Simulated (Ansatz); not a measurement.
# ZrSe₂: a ladder of calculations

Cell of run 1: a computed structure from the Materials Project (it need not be an observed phase), taken as it stands.

```
Zr Se
1.0
     3.81115    0.00000    0.00000
    -1.90558    3.30055    0.00000
     0.00000    0.00000    6.39991
Zr Se
1 2
Direct
  0.00000 0.00000 0.00000
  0.66667 0.33333 0.75588
  0.33333 0.66667 0.24412
```

Atom numbers follow the list; atoms alike are taken as one site, whose name carries the number of the first.

Relaxed positions (PBE, cell held):

```
CELL_PARAMETERS angstrom
3.81115 0.00000 0.00000
-1.90558 3.30055 0.00000
0.00000 0.00000 6.39991
ATOMIC_POSITIONS crystal
Zr 0.00000 0.00000 0.00000
Se 0.66667 0.33333 0.75396
Se 0.33333 0.66667 0.24604
```

All runs are DFT with Ansatz 0.2.0 (plane waves and PAW, scalar-relativistic unless spin–orbit coupling is named, Γ-centred meshes, Fermi–Dirac smearing where given) in this cell.

Run 1: PBE, atoms as given; 420 eV, 10×10×5 k-points, smearing 0.01 eV.
Run 2: r2SCAN, atoms as given; 500 eV, 10×10×5 k-points, smearing 0.01 eV.
Run 3: PBE, atoms relaxed; 420 eV, 10×10×5 k-points, smearing 0.01 eV.
Run 4: r2SCAN, at the relaxed atoms; 500 eV, 10×10×5 k-points, smearing 0.01 eV.

```
run   Zr V_zz (η)   Se V_zz (η)
  1  -2.30 (0.00)  -0.58 (0.00)
  2  -1.94 (0.00)  -0.36 (0.00)
  3             ?             ?
  4  -2.04 (0.00)  -0.16 (0.00)
```

V_zz in 10²¹ V/m².

Problem. Estimate the row of run 3.

Solution. Zr: -2.38 (0.00); Se: -0.40 (0.00). It lies nearest to run 1, from whose tensors on these sites it differs by 0.18 at most (largest principal value of the difference, on Se). Taken one at a time, the functional (r2SCAN with its higher cutoff) moves the tensors on these sites by up to 0.36 (largest principal value of the change, on Zr), the positions of the atoms (as given or relaxed) by 0.20 (Se).

Without spin–orbit coupling (the program notes it for Zr) the gradients can shift somewhat, as the gap is small. In runs 1, 2, 3, 4 the gap is small for the k-mesh or the smearing, and small gradients can still move by 0.1 × 10²¹ V/m² or more.
